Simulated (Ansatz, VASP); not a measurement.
Given: the input of a run of Ansatz 0.2.0 on Al2O3 (Corundum).

Contents of input.yaml:

```yaml
crystal:
  lattice:
    - [2.38025, 1.3742379782, 4.3318666667]
    - [-2.38025, 1.3742379782, 4.3318666667]
    - [0.0, -2.7484759565, 4.3318666667]
  atoms:
    - { symbol: Al, position: [0.85216, 0.85216, 0.85216] }
    - { symbol: Al, position: [0.64784, 0.64784, 0.64784] }
    - { symbol: Al, position: [0.14784, 0.14784, 0.14784] }
    - { symbol: Al, position: [0.35216, 0.35216, 0.35216] }
    - { symbol: O, position: [0.05668, 0.75, 0.44332] }
    - { symbol: O, position: [0.75, 0.44332, 0.05668] }
    - { symbol: O, position: [0.44332, 0.05668, 0.75] }
    - { symbol: O, position: [0.94332, 0.25, 0.55668] }
    - { symbol: O, position: [0.25, 0.55668, 0.94332] }
    - { symbol: O, position: [0.55668, 0.94332, 0.25] }
hamiltonian:
  xc: pbe
  pseudopotentials: { kind: paw }
kpoints:
  mp_grid: { grid: [7, 7, 7] }
scf:
  occupations: { method: fermi_dirac, width: 0.05 }
output:
  forces: true
  stress: true
relax:
  f_tol: 0.01
  max_steps: 40
  cell: { stress_tol: 0.05 }
```

Potentials or basis: Ansatz PAW.

The run is started by

```bash
$ ansatz run input.yaml --threads 4 --pin off --max-ram 11264MiB --backend cpu --events-out ev --progress --plain --runs-dir out
```

Question: Set up the same calculation for VASP 6.6.1. Potentials there: VASP PAW PBE potentials, release 64 (Al, O_s).

Answer: As run (the cutoff follows the program's own potentials):

INCAR

```
SYSTEM = Al2O3
  PREC = Accurate
  ENCUT = 480
  EDIFF = 1E-6
  ISMEAR = -1
  SIGMA = 0.05
  LREAL = .False.
  LASPH = .True.
  NELM = 80
  ALGO = Normal
  ISIF = 3
  LWAVE = .False.
  LCHARG = .False.
  GGA = PE
  IBRION = 2
  NSW = 40
  EDIFFG = -0.01
```

The input KPOINTS:

```
Automatic mesh
0
Gamma
  7 7 7
  0 0 0
```

POSCAR

```
Al2O3
1.0
    2.3802500000      1.3742379782      4.3318666667
   -2.3802500000      1.3742379782      4.3318666667
    0.0000000000     -2.7484759565      4.3318666667
Al O
4 6
Direct
    0.8521600000      0.8521600000      0.8521600000
    0.6478400000      0.6478400000      0.6478400000
    0.1478400000      0.1478400000      0.1478400000
    0.3521600000      0.3521600000      0.3521600000
    0.0566800000      0.7500000000      0.4433200000
    0.7500000000      0.4433200000      0.0566800000
    0.4433200000      0.0566800000      0.7500000000
    0.9433200000      0.2500000000      0.5566800000
    0.2500000000      0.5566800000      0.9433200000
    0.5566800000      0.9433200000      0.2500000000
```

Potentials or basis: VASP PAW PBE potentials, release 64 (Al, O_s).

The run is started by

```sh
$ cat potpaw_PBE.64/Al/POTCAR potpaw_PBE.64/O_s/POTCAR > POTCAR
$ mpirun -np 1 vasp_std > vasp.out
```

Both were run:

|  | VASP | Ansatz | Ansatz less VASP |
| --- | --- | --- | --- |
| relaxed volume (Å³/atom) | 8.74 | 8.76 | +0.016 |
| relaxed cell length with the largest relative difference (Å) | 5.178 | 5.181 | +0.0030 |
| energy change over the relaxation (meV/atom) | -5 | -6 | -0.5 |

Caveats: the plane-wave basis is chosen anew once the cell has moved, so the energies of steps on either side of that aren't comparable (Ansatz); the pressure holds a Pulay correction of +0.9 GPa for the finite cutoff (Ansatz). A k mesh can miss the band edges. PBE usually gives volumes a little too large and moduli too small.
